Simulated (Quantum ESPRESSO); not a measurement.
PtSe2 (Sudovikovite), 3 atoms in the cell. The structure is trigonal, space group P-3m1 (No. 164). Conventional cell: a = 3.724 Å, b = 3.724 Å, c = 5.062 Å, α = 90.00°, β = 90.00°, γ = 120.00°. Pt (site symmetry -3m) is surrounded by 6 Se at 2.49 Å. Around Se (site symmetry 3m) lie 3 Pt at 2.49 Å. 

| Property | Result |
| --- | --- |
| Program | Quantum ESPRESSO 7.5 |
| Task | band structure |
| Functional | PBEsol |
| Potentials or basis | GBRV 1.5 PBEsol |
| Cutoff | 612 eV |
| Density cutoff | 4898 eV |
| k mesh | 8 × 8 × 5 |
| Occupations | fermi-dirac, width 0.05 eV |
| Spin | no spin polarisation |
| Mixing beta | 0.5 |
| Most SCF iterations | 120 |
| SCF threshold | 6e-10 Ry |

Potentials or basis: GBRV 1.5 PBEsol.

Launch:

```console
$ OMP_NUM_THREADS=1 mpirun -n 2 pw.x -nk 2 -in pw.in > pw.out
$ OMP_NUM_THREADS=1 mpirun -n 2 pw.x -nk 2 -in bands.in > bands.out
```

Hardware: 2 MPI ranks on Arm Neoverse V2, on a shared host.

How long does it take, and how much memory?

It took 52 s on 2 MPI ranks on Arm Neoverse V2, on a shared host, peak memory 0.3 GiB a rank. Counts: scf iterations 10, k pools 2, bands 21, k points 40, g dense 47337.
